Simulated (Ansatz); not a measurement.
## NiSb in the rocksalt structure

Level of theory: DFT, r²SCAN, scalar-relativistic, collinear spin; plane waves to 500 eV with PAW datasets (Ansatz 0.2.0), Γ-centred 12×12×12 mesh, 0.05 eV Gaussian smearing; PAW files: Ansatz's generated set soft_2.

```cif
data_structure
_symmetry_space_group_name_H-M 'Fm-3m'
_symmetry_Int_Tables_number 225
_cell_length_a 5.2248
_cell_length_b 5.2248
_cell_length_c 5.2248
_cell_angle_alpha 90.000
_cell_angle_beta 90.000
_cell_angle_gamma 90.000
_cell_volume 142.63
loop_
_atom_site_label
_atom_site_type_symbol
_atom_site_symmetry_multiplicity
_atom_site_Wyckoff_symbol
_atom_site_fract_x
_atom_site_fract_y
_atom_site_fract_z
_atom_site_occupancy
Ni1 Ni 4 b 0.50000 0.00000 0.00000 1
Sb1 Sb 4 a 0.00000 0.00000 0.00000 1
```

This is a trial structure; measured cells of the compound in the Crystallography Open Database are in space group P63/mmc.

The run used a cell of 2 atoms; the mesh refers to it.

* Volume: 17.83 Å³/atom
* Band gap: zero (metallic)
* Magnetic state: non-magnetic
* Site spin moments: none
* Formation energy from the elements (0 K, uncorrected): 0.05 eV/atom (unstable against the elements)
* Pressure derivative B0′: 4.6

Task: Fill in the bulk modulus (Birch–Murnaghan) (r²SCAN).

Result: 112 GPa.

Task: Estimate the Bader charges at this level of theory (r²SCAN).

Result: Ni -0.17; Sb 0.17 e.

Task: Estimate the density of states at the Fermi level at this level of theory (r²SCAN).

Result: 0.63 states/(eV·atom).

The calculation's cell holds 33 valence electrons, an odd number. Without magnetic order each band takes two, so one stays part-filled and the crystal must be a metal. (Only strong correlation, outside this picture, could make a Mott insulator of it.)

Spin–orbit coupling, which matters for such heavy elements, is left out.
